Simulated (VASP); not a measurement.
Here is a VASP 6.6.1 calculation.

INCAR

```
PREC = Accurate
ENCUT = 520
EDIFF = 1E-7
ISMEAR = 0
SIGMA = 0.1
LREAL = F
LASPH = T
NELM = 150
ALGO = Normal
ISIF = 2
LWAVE = F
LCHARG = T
ISPIN = 2
MAGMOM = 2 2 2 2
LORBIT = 11
LMAXMIX = 4
GGA = PE
LELF = T
LVHAR = T
NBANDS = 38
```

The input KPOINTS:

```
regular mesh
0
Gamma
  4 4 4
```

The input POSCAR:

```
V
1.0
    4.0097639081      0.0000000000      0.0000000000
    0.0000000000      4.0097639081      0.0000000000
    0.0000000000      0.0000000000      4.0097639081
V
4
Direct
    0.0300000000      0.0300000000      0.0300000000
    0.4700000000      0.9700000000      0.5300000000
    0.5300000000      0.4700000000      0.9700000000
    0.9700000000      0.5300000000      0.4700000000
```

Potentials or basis: VASP PAW PBE potentials, release 64 (V_sv).

The run is started by

```console
$ cat potpaw_PBE.64/V_sv/POTCAR > POTCAR
$ mpirun -np 1 vasp_std > vasp.out
```

Problem. Predict the site moments.

Solution. V +0.51 μB.

Problem. Predict the pressure.

Solution. -15.6 GPa.

Forces in eV/Å, atoms in the order of the input:
```
V   -0.453 -0.453 -0.453
V    0.453  0.453 -0.453
V   -0.453  0.453  0.453
V    0.453 -0.453  0.453
```

Caveat: the k mesh is coarse (spacing up to 0.39 Å⁻¹), so the values aren't converged; so large a pressure means that the cell lies far from this level's equilibrium, or that cutoff or potentials fall short.
